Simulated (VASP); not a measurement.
A calculation with VASP 6.6.1 of Sr (native input, structure from a POSCAR):

Contents of INCAR:

```
PREC = Accurate ; ENCUT = 520
EDIFF = 1E-6 ; ISMEAR = 0
SIGMA = 0.1 ; LREAL = False
LASPH = True ; NELM = 60
ALGO = Fast ; ISIF = 2
LWAVE = False ; LCHARG = True
GGA = PE ; LELF = True
LVHAR = True
```

The input KPOINTS:

```
regular mesh
0
Gamma
  8 8 8
```

Contents of POSCAR:

```
Sr
1.0
   -2.4350000000      2.4350000000      2.4350000000
    2.4350000000     -2.4350000000      2.4350000000
    2.4350000000      2.4350000000     -2.4350000000
Sr
1
Cartesian
    0.0000000000      0.0000000000      0.0000000000
```

Potentials or basis: VASP PAW PBE potentials, release 64 (Sr_sv).

Run with:

```bash
$ cat potpaw_PBE.64/Sr_sv/POTCAR > POTCAR
$ mpirun -np 1 vasp_std > vasp.out
```

This isn't the form of Sr at room conditions, which is fcc.

Problem. Write the same calculation in another form: ASE script, structure typed inline.

Solution. As run:

run.py

```python
from ase import Atoms
from ase.calculators.vasp import Vasp
from ase.dft.bandgap import bandgap

atoms = Atoms(
    ['Sr'],
    cell=[[-2.435, 2.435, 2.435], [2.435, -2.435, 2.435], [2.435, 2.435, -2.435]],
    scaled_positions=[[0.0, 0.0, 0.0]],
    pbc=True,
)
calc = Vasp(
    directory='calc',
    xc='pbe',
    pp='PBE',
    setups='materialsproject',
    prec='Accurate',
    encut=520,
    ediff=1e-06,
    ismear=0,
    sigma=0.1,
    lreal=False,
    lasph=True,
    nelm=100,
    algo='Normal',
    isif=2,
    lwave=False,
    lcharg=True,
    lelf=True,
    lvhar=True,
    kpts=[8, 8, 8],
    gamma=True,
    nbands=11,
)
atoms.calc = calc

print('energy (eV):', atoms.get_potential_energy())
print('free energy (eV):', atoms.get_potential_energy(force_consistent=True))
print('forces (eV/A):')
print(atoms.get_forces())
print('stress (eV/A^3, Voigt):', atoms.get_stress())
print('Fermi level (eV):', calc.get_fermi_level())
gap, top, bottom = bandgap(calc)
print('band gap (eV):', gap, 'from (spin, k, band)', top, 'to', bottom)
```

Potentials or basis: VASP PAW PBE potentials, release 64 (Sr_sv).

Run with:

```console
$ python run.py
```

Both were run:

|  | native input, structure from a POSCAR | ASE script, structure typed inline |
| --- | --- | --- |
| Pressure | -0.7 GPa | -0.7 GPa |
| Band gap on the k mesh | none (metal or under the smearing width) | none (metal or under the smearing width) |

Keys that steer only the numerical path or the files written may differ.
